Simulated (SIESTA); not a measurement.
Crystal: Pb.

```xyz
2
Lattice="0.0000 3.4390 3.4390 3.4390 0.0000 3.4390 3.4390 3.4390 0.0000" Properties=species:S:1:pos:R:3 pbc="T T T"
Pb    1.7195    1.7195    1.7195
Pb    0.0000    0.0000    0.0000
```

This isn't the form of Pb at room conditions, which is fcc.

```yaml
Program: SIESTA 5.4.2
Task: relaxation of cell and atoms
Functional: PBE
Potentials_or_basis: PseudoDojo 0.4 standard (PBE files)
Basis: DZDP (energy shift 0.003 Ry; two zetas on semicore shells)
Grid_cutoff: 500 Ry
Energy_shift: 0.003 Ry
k_mesh: 5 × 5 × 5
Occupations: fermi-dirac, width 0.05 eV
Spin: no spin polarisation
```

At the start: pressure 3.4 GPa; volume 40.67 Å³/atom.

Where does the relaxation end?

Over 5 steps the energy falls by 43.7 meV/atom and the volume is 45.24 Å³/atom (+11.2 %); space group Fd-3m (No. 227, to 0.05 Å).

Step by step:
```
step  energy change (eV)  largest force (eV/Å)  pressure (GPa)  volume (Å³)
   1              0.0000                0.0001            3.40        81.34
   2             -0.0480                0.0001            2.14        84.19
   3             -0.0851                0.0002            0.44        88.89
   4             -0.0760                0.0001           -0.96        94.17
   5             -0.0873                0.0002            0.01        90.48
```

Final structure:
```
Pb
1.0
     0.00025    3.56332    3.56332
     3.56332    0.00025    3.56332
     3.56332    3.56332    0.00025
Pb
2
Direct
  0.24999 0.24999 0.24999
  0.00001 0.00001 0.00001
```

Caveat: the basis of atomic orbitals isn't converged, which shifts pressures, moduli and gaps.
